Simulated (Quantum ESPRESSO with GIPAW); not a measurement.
## 29Si and 15N NMR of Si3N4, calculated

Wanted: NMR shieldings for each site of Si3N4.

Main program and level: Quantum ESPRESSO with GIPAW 8.0dev (patched build); DFT, PBEsol, plane-wave PAW (pslibrary 1.0.0 recipes), scalar-relativistic, GIPAW; a patched development version of the program.

### Step 1. Starting point

Symmetry: I-43d, No. 220, cubic system. Conventional cell: a = 6.475 Å, b = 6.475 Å, c = 6.475 Å, α = 90.00°, β = 90.00°, γ = 90.00°. Nearest to Si lie 4 N at 1.75 Å. Nearest to N lie 3 Si at 1.75 Å. Farther neighbours and most contacts between anions are not listed.

The cell is an entry of the Crystallography Open Database; it need not be the form that is stable at ambient conditions.

A relaxation of the atoms beforehand (Quantum ESPRESSO with GIPAW) moved none by more than 0.003 Å.

### Step 2. Ground state

First the ground state. The response equations take the occupied wavefunctions as exact, so conv_thr is set much tighter than for an energy. No empty states are asked for: the response is solved without them. The mesh has a spacing of 0.35 Å⁻¹ at most. The PAW files were made with ld1.x from the pslibrary 1.0.0 recipes, with GIPAW reconstruction switched on.

The input, scf.in:

```
&control
  calculation = 'scf'
  prefix = 'x'
  outdir = './tmp/'
  pseudo_dir = './'
/
&system
  ibrav = 0
  nat = 14
  ntyp = 2
  ecutwfc = 55
  ecutrho = 340
  nbnd = 32
/
&electrons
  conv_thr = 1.0d-10
  mixing_beta = 0.7
  electron_maxstep = 100
/
ATOMIC_SPECIES
  Si 28.085 Si.pbesol-n-kjpaw_psl.1.0.0-gipaw.UPF
  N 14.007 N.pbesol-n-kjpaw_psl.1.0.0-gipaw.UPF
CELL_PARAMETERS angstrom
  -3.23735000 3.23735000 3.23735000
  3.23735000 -3.23735000 3.23735000
  3.23735000 3.23735000 -3.23735000
ATOMIC_POSITIONS crystal
  Si 0.37500000 0.62500000 0.75000000
  Si 0.12500000 0.87500000 0.25000000
  Si 0.62500000 0.75000000 0.37500000
  Si 0.75000000 0.37500000 0.62500000
  Si 0.87500000 0.25000000 0.12500000
  Si 0.25000000 0.12500000 0.87500000
  N 0.50000000 -0.00000000 0.43720000
  N -0.00000000 0.93720000 0.50000000
  N 0.06280000 0.06280000 0.06280000
  N 0.93720000 0.50000000 0.00000000
  N -0.00000000 0.43720000 0.50000000
  N 0.50000000 -0.00000000 0.93720000
  N 0.43720000 0.50000000 0.00000000
  N 0.56280000 0.56280000 0.56280000
K_POINTS automatic
  4 4 4 0 0 0
```

Launch:

```console
$ mpirun -np 4 pw.x -nk 4 -in scf.in > scf.out
```

Log:

```text
[...]
as large as its charge; the limit is 4.5
     Functions over the limit replaced by smooth ones with the moment of the charge, as mend_augmentation asks: 2
     This moves results (see INPUT_PW). Waves and levels in the save fit builds from 8.0dev_s219 on
     using ibrav=0 with symmetry is DISCOURAGED, use correct ibrav instead

     bravais-lattice index     =            0
     lattice parameter (alat)  =      10.5962  a.u.
     unit-cell volume          =     915.8525 (a.u.)^3
     number of atoms/cell      =           14
     number of atomic types    =            2
     number of electrons       =        64.00
     number of Kohn-Sham states=           32
     kinetic-energy cutoff     =      55.0000  Ry
     charge density cutoff     =     340.0000  Ry
     scf convergence threshold =      1.0E-10
     mixing beta               =       0.7000
     number of iterations used =            8  plain     mixing
     Exchange-correlation= SLA-PW-PSX-PSC
                           (   1   4  10   8   0   0   0)
[...]
Si                4.00    28.08500     Si( 1.00)
     N                 5.00    14.00700     N ( 1.00)

     24 Sym. Ops. (no inversion) found (21 have fractional translation)
[...]
number of k points=     8
[...]
Dense  grid:    96987 G-vectors     FFT dimensions: (  64,  64,  64)

     Smooth grid:    50357 G-vectors     FFT dimensions: (  54,  54,  54)

     Check: negative core charge=   -0.000004

     Initial potential from superposition of free atoms

     starting charge      63.9967, renormalised to      64.0000
     Starting wfcs are   56 randomized atomic wfcs

     Self-consistent Calculation

     iteration #  1     ecut=    55.00 Ry     beta= 0.70
     Davidson diagonalization with overlap
     ethr =  1.00E-02,  avg # of iterations =  2.0

     total energy              =    -495.86616865 Ry
     estimated scf accuracy    <       3.76863485 Ry

     iteration #  2     ecut=    55.00 Ry     beta= 0.70
     Davidson diagonalization with overlap
     ethr =  5.89E-03,  avg # of iterations =  2.2

     total energy              =    -497.13397361 Ry
     estimated scf accuracy    <       1.84416254 Ry

     iteration #  3     ecut=    55.00 Ry     beta= 0.70
     Davidson diagonalization with overlap
     ethr =  2.88E-03,  avg # of iterations =  2.0

     total energy              =    -497.37747256 Ry
     estimated scf accuracy    <       0.03206719 Ry

[...]
total energy              =    -497.39832179 Ry
[...]
iteration # 13     ecut=    55.00 Ry     beta= 0.70
     Davidson diagonalization with overlap
     ethr =  3.40E-12,  avg # of iterations =  2.6

     total energy              =    -497.39832179 Ry
     estimated scf accuracy    <          2.0E-10 Ry

     iteration # 14     ecut=    55.00 Ry     beta= 0.70
     Davidson diagonalization with overlap
     ethr =  3.16E-13,  avg # of iterations =  4.4

     End of self-consistent calculation
     [one-electron energies left out]

!    total energy              =    -497.39832179 Ry
     total all-electron energy =     -4348.204127 Ry
     estimated scf accuracy    <          3.9E-12 Ry

     The total energy is the sum of the following terms:
     one-electron contribution =       8.12376170 Ry
     hartree contribution      =      40.55454599 Ry
     xc contribution           =     -83.89067430 Ry
     ewald contribution        =    -193.91166245 Ry
     one-center paw contrib.   =    -268.27429273 Ry

     convergence has been achieved in  14 iterations
[...]
JOB DONE.
```

Wall time 70 s (4 MPI ranks of Arm Neoverse N1, shared host); peak memory 0.83 GiB.

It converged in 14 cycles to an estimated accuracy of 4e-12 Ry, on 8 irreducible k-points.

### Step 3. Shieldings

The job finds the current that a weak uniform field induces (applied as a long wave, q_gipaw) and the field that this current makes at each nucleus. On atoms with p or d valence electrons much of the paramagnetic part arises close to the nucleus, where the PAW partial waves rebuild the true states. pawproj makes the reconstruction use the PAW data sets' own projectors.

The input, nmr.in:

```
&inputgipaw
  job = 'nmr'
  prefix = 'x'
  tmp_dir = './tmp/'
  restart_mode = 'from_scratch'
  verbosity = 'low'
  q_gipaw = 0.01
  spline_ps = .true.
  conv_threshold = 1.0d-11
  use_nmr_macroscopic_shape = .false.
  pawproj(1) = .true.
  pawproj(2) = .true.
/
```

Launch:

```console
$ mpirun -np 4 gipaw.x -in nmr.in > nmr.out
```

Log:

```text
[banner, memory and clock lines left out]
[a note of our patched build left out]

     Parallelizing q-star over 1 images

     IMPORTANT: XC functional enforced from input :
     Exchange-correlation= PBESOL
                           (   1   4  10   8   0   0   0)
     Any further DFT definition will be discarded
     Please, verify this is what you really want

     In N.pbesol-n-kjpaw_psl.1.0.0-gipaw.UPF the largest augmentation function (projectors 1 and 4, L = 1) is 9.4 times
     as large as its charge; the limit is 4.5
     Functions over the limit replaced by smooth ones with the moment of the charge, as in the saved run: 2

     Check: negative core charge=   -0.000004
[...]
alpha_pv=     36.3313 eV

     spline_ps is .false., expect some extrapolation errors

     q-space interpolation up to    66.00 Rydberg

     GIPAW job: nmr
     NMR macroscopic correction: no
[...]
Computing the magnetic susceptibility     isolve=0    ethr=  0.1000E-10
     Starting from scratch
     k-point #    1 of     8      pool #  1    cpu time:       2.3
[...]
End of magnetic susceptibility calculation

     f-sum rule (1st term):
           -63.1757          0.0000         -0.0000
             0.0000        -63.1757          0.0000
            -0.0000         -0.0000        -63.1757

     f-sum rule (2nd term):
            -1.0206         -0.0000         -0.0000
            -0.0000         -1.0206         -0.0000
            -0.0000         -0.0000         -1.0206

     f-sum rule (should be   -64.1933):
           -64.1963          0.0000         -0.0000
             0.0000        -64.1963          0.0000
            -0.0000         -0.0000        -64.1963

[... susceptibilities left out ...]
     Contributions to the NMR chemical shifts: -------------------------------

     Macroscopic shape contribution in ppm:                    0.00
             0.0000          0.0000          0.0000
             0.0000          0.0000          0.0000
             0.0000          0.0000          0.0000

     Core contribution in ppm:

     Atom  1  Si  pos: (  0.577350  0.288675  0.144338)  core sigma:         836.91
     Atom  2  Si  pos: (  0.577350 -0.288675  0.433013)  core sigma:         836.91
     Atom  3  Si  pos: (  0.288675  0.144338  0.577350)  core sigma:         836.91
     Atom  4  Si  pos: (  0.144338  0.577350  0.288675)  core sigma:         836.91
     Atom  5  Si  pos: ( -0.288675  0.433013  0.577350)  core sigma:         836.91
     Atom  6  Si  pos: (  0.433013  0.577350 -0.288675)  core sigma:         836.91
     Atom  7  N   pos: ( -0.036258  0.541093  0.036258)  core sigma:         235.22
     Atom  8  N   pos: (  0.829768 -0.252418  0.252418)  core sigma:         235.22
     Atom  9  N   pos: (  0.036258  0.036258  0.036258)  core sigma:         235.22
     Atom 10  N   pos: ( -0.252418  0.252418  0.829768)  core sigma:         235.22
     Atom 11  N   pos: (  0.541093  0.036258 -0.036258)  core sigma:         235.22
     Atom 12  N   pos: (  0.252418  0.829768 -0.252418)  core sigma:         235.22
     Atom 13  N   pos: (  0.036258 -0.036258  0.541093)  core sigma:         235.22
     Atom 14  N   pos: (  0.324933  0.324933  0.324933)  core sigma:         235.22

     Bare contribution in ppm:

     Atom  1  Si  pos: (  0.577350  0.288675  0.144338)  bare sigma:         -31.53
[...]
Atom  2  Si  pos: (  0.577350 -0.288675  0.433013)  bare sigma:         -31.53
[...]
Atom  3  Si  pos: (  0.288675  0.144338  0.577350)  bare sigma:         -31.53
[...]
Atom  4  Si  pos: (  0.144338  0.577350  0.288675)  bare sigma:         -31.53
[...]
Atom  5  Si  pos: ( -0.288675  0.433013  0.577350)  bare sigma:         -31.53
[...]
Atom  6  Si  pos: (  0.433013  0.577350 -0.288675)  bare sigma:         -31.53
[...]
Atom  7  N   pos: ( -0.036258  0.541093  0.036258)  bare sigma:           2.21
[...]
Atom  8  N   pos: (  0.829768 -0.252418  0.252418)  bare sigma:           2.21
[...]
Atom  9  N   pos: (  0.036258  0.036258  0.036258)  bare sigma:           2.21
[...]
Atom 10  N   pos: ( -0.252418  0.252418  0.829768)  bare sigma:           2.21
[...]
Atom 11  N   pos: (  0.541093  0.036258 -0.036258)  bare sigma:           2.21
[...]
Atom 12  N   pos: (  0.252418  0.829768 -0.252418)  bare sigma:           2.21
[...]
Atom 13  N   pos: (  0.036258 -0.036258  0.541093)  bare sigma:           2.21
[...]
Atom 14  N   pos: (  0.324933  0.324933  0.324933)  bare sigma:           2.21
[...]
Diamagnetic contribution in ppm:

     Atom  1  Si  pos: (  0.577350  0.288675  0.144338)  dia sigma:           1.80
[...]
Atom  2  Si  pos: (  0.577350 -0.288675  0.433013)  dia sigma:           1.80
[...]
Atom  3  Si  pos: (  0.288675  0.144338  0.577350)  dia sigma:           1.80
[...]
Atom  4  Si  pos: (  0.144338  0.577350  0.288675)  dia sigma:           1.80
[...]
Atom  5  Si  pos: ( -0.288675  0.433013  0.577350)  para sigma:        -443.09
[...]
Atom  6  Si  pos: (  0.433013  0.577350 -0.288675)  para sigma:        -443.09
[...]
Atom  7  N   pos: ( -0.036258  0.541093  0.036258)  para sigma:         -84.30
[...]
Atom  8  N   pos: (  0.829768 -0.252418  0.252418)  para sigma:         -84.30
[...]
Atom  9  N   pos: (  0.036258  0.036258  0.036258)  para sigma:         -84.30
[...]
Atom 10  N   pos: ( -0.252418  0.252418  0.829768)  para sigma:         -84.30
[...]
Atom 11  N   pos: (  0.541093  0.036258 -0.036258)  para sigma:         -84.30
[...]
Atom 12  N   pos: (  0.252418  0.829768 -0.252418)  para sigma:         -84.30
[...]
Atom 13  N   pos: (  0.036258 -0.036258  0.541093)  para sigma:         -84.30
[...]
Atom 14  N   pos: (  0.324933  0.324933  0.324933)  para sigma:         -84.30
[...]
Paramagnetic US occ-occ contribution in ppm:

     Atom  1  Si  pos: (  0.577350  0.288675  0.144338)  para_oo sigma:          -2.85
[...]
Atom  2  Si  pos: (  0.577350 -0.288675  0.433013)  para_oo sigma:          -2.85
[...]
Atom  3  Si  pos: (  0.288675  0.144338  0.577350)  para_oo sigma:          -2.85
[...]
Atom  4  Si  pos: (  0.144338  0.577350  0.288675)  para_oo sigma:          -2.85
[...]
Atom  5  Si  pos: ( -0.288675  0.433013  0.577350)  para_oo sigma:          -2.85
[...]
Atom  6  Si  pos: (  0.433013  0.577350 -0.288675)  para_oo sigma:          -2.85
[...]
Atom  7  N   pos: ( -0.036258  0.541093  0.036258)  para_oo sigma:          -1.11
[...]
Atom  8  N   pos: (  0.829768 -0.252418  0.252418)  para_oo sigma:          -1.11
[...]
Atom  9  N   pos: (  0.036258  0.036258  0.036258)  para_oo sigma:          -1.11
[...]
Atom 10  N   pos: ( -0.252418  0.252418  0.829768)  para_oo sigma:          -1.11
[...]
Atom 11  N   pos: (  0.541093  0.036258 -0.036258)  para_oo sigma:          -1.11
[...]
Atom 12  N   pos: (  0.252418  0.829768 -0.252418)  para_oo sigma:          -1.11
[...]
Atom 13  N   pos: (  0.036258 -0.036258  0.541093)  para_oo sigma:          -1.11
[...]
Atom 14  N   pos: (  0.324933  0.324933  0.324933)  para_oo sigma:          -1.11
[...]
Paramagnetic US L_R Q_R contribution in ppm:

     Atom  1  Si  pos: (  0.577350  0.288675  0.144338)  para_lq sigma:          10.29
[...]
Atom  2  Si  pos: (  0.577350 -0.288675  0.433013)  para_lq sigma:          10.29
[...]
Atom  3  Si  pos: (  0.288675  0.144338  0.577350)  para_lq sigma:          10.29
[...]
Atom  4  Si  pos: (  0.144338  0.577350  0.288675)  para_lq sigma:          10.29
[...]
Atom  5  Si  pos: ( -0.288675  0.433013  0.577350)  para_lq sigma:          10.29
[...]
Atom  6  Si  pos: (  0.433013  0.577350 -0.288675)  para_lq sigma:          10.29
[...]
Atom  7  N   pos: ( -0.036258  0.541093  0.036258)  para_lq sigma:         -50.71
[...]
Atom  8  N   pos: (  0.829768 -0.252418  0.252418)  para_lq sigma:         -50.71
[...]
Atom  9  N   pos: (  0.036258  0.036258  0.036258)  para_lq sigma:         -50.71
[...]
Atom 10  N   pos: ( -0.252418  0.252418  0.829768)  para_lq sigma:         -50.71
[...]
Atom 11  N   pos: (  0.541093  0.036258 -0.036258)  para_lq sigma:         -50.71
[...]
Atom 12  N   pos: (  0.252418  0.829768 -0.252418)  para_lq sigma:         -50.71
[...]
Atom 13  N   pos: (  0.036258 -0.036258  0.541093)  para_lq sigma:         -50.71
[...]
Atom 14  N   pos: (  0.324933  0.324933  0.324933)  para_lq sigma:         -50.71
[...]
Total NMR chemical shifts in ppm: ---------------------------------------
     (adopting the Simpson convention for anisotropy and asymmetry)-----------

     Atom  1  Si  pos: (  0.577350  0.288675  0.144338)  Total sigma:         371.53
           363.0056        -13.1148          0.0000
            13.1148        363.0056          0.0000
             0.0000          0.0000        388.5922

     Si      1    anisotropy:     25.59    eta:    0.0000
[...]
Atom  2  Si  pos: (  0.577350 -0.288675  0.433013)  Total sigma:         371.53
[... its tensor is left out ...]
     Atom  3  Si  pos: (  0.288675  0.144338  0.577350)  Total sigma:         371.53
[... its tensor is left out ...]
     Atom  4  Si  pos: (  0.144338  0.577350  0.288675)  Total sigma:         371.53
[... its tensor is left out ...]
     Atom  5  Si  pos: ( -0.288675  0.433013  0.577350)  Total sigma:         371.53
[... its tensor is left out ...]
     Atom  6  Si  pos: (  0.433013  0.577350 -0.288675)  Total sigma:         371.53
[... its tensor is left out ...]
     Atom  7  N   pos: ( -0.036258  0.541093  0.036258)  Total sigma:         108.45
           108.4465         11.4641        -20.2094
            20.2094        108.4465        -11.4641
           -11.4641        -20.2094        108.4465

     N       7    anisotropy:     47.51    eta:    0.0000
[...]
Atom  8  N   pos: (  0.829768 -0.252418  0.252418)  Total sigma:         108.45
[... its tensor is left out ...]
     Atom  9  N   pos: (  0.036258  0.036258  0.036258)  Total sigma:         108.45
[... its tensor is left out ...]
     Atom 10  N   pos: ( -0.252418  0.252418  0.829768)  Total sigma:         108.45
[... its tensor is left out ...]
     Atom 11  N   pos: (  0.541093  0.036258 -0.036258)  Total sigma:         108.45
[... its tensor is left out ...]
     Atom 12  N   pos: (  0.252418  0.829768 -0.252418)  Total sigma:         108.45
[... its tensor is left out ...]
     Atom 13  N   pos: (  0.036258 -0.036258  0.541093)  Total sigma:         108.45
[... its tensor is left out ...]
     Atom 14  N   pos: (  0.324933  0.324933  0.324933)  Total sigma:         108.45
[... its tensor is left out ...]
```

The job ended after 9.8 min (4 MPI ranks; peak memory 0.49 GiB; 39 min of CPU time).

The f-sum rule is met to 0.0030 of 64.2 (0.005 %). Converged shieldings require that this miss be small, but a small miss does not prove them. This build smooths some augmentation functions of the files as it reads them, which, it says, moves results; by how much was not measured here.

From the symmetric part of each tensor, with principal values σ11 ≤ σ22 ≤ σ33: σ_iso is their mean, the span is σ33 − σ11 and the skew 3(σ_iso − σ22)/span. (gipaw.x prints an anisotropy in another convention.)

| site | atom no. | atoms in cell | σ_iso (ppm) | span (ppm) | skew |
| --- | --- | --- | --- | --- | --- |
| Si | 1 | 6 | 371.5 | 25.6 | 1.00 |
| N | 7 | 8 | 108.4 | 47.5 | 1.00 |

The macroscopic shape term is switched off. For a spherical sample the valence susceptibility of this run would add about 9 ppm to every site, a rough estimate, since the susceptibility converges slowly and lacks part of the PAW terms. Differences within the crystal don't depend on it, but shieldings of different compounds can't be compared to better than a few ppm without it.

An axis of order three or more runs through Si and N, so two principal values coincide and the skew is ±1. In this run the largest span is that of N (site symmetry 3), with principal values 92.6, 92.6 and 140.1 ppm.

(Part 1 of 2 ends here.)

[Banner, clock, file and message-heading lines were taken out of the pw.x and gipaw.x logs.]

[Logs are printed without paths, hosts, clocks, repeated set-up lines and the standing remarks that a program may print on its own settings, such as how far it seeks lower states.]

[Hosts, paths, dates, database ids (printed as entryN), source tags and the programs' standing remarks are cut or masked in the printed files.]

[Where no reference line passes its bar on scatter, no shift is given, so a measured shift of this compound may stand uncompared.]
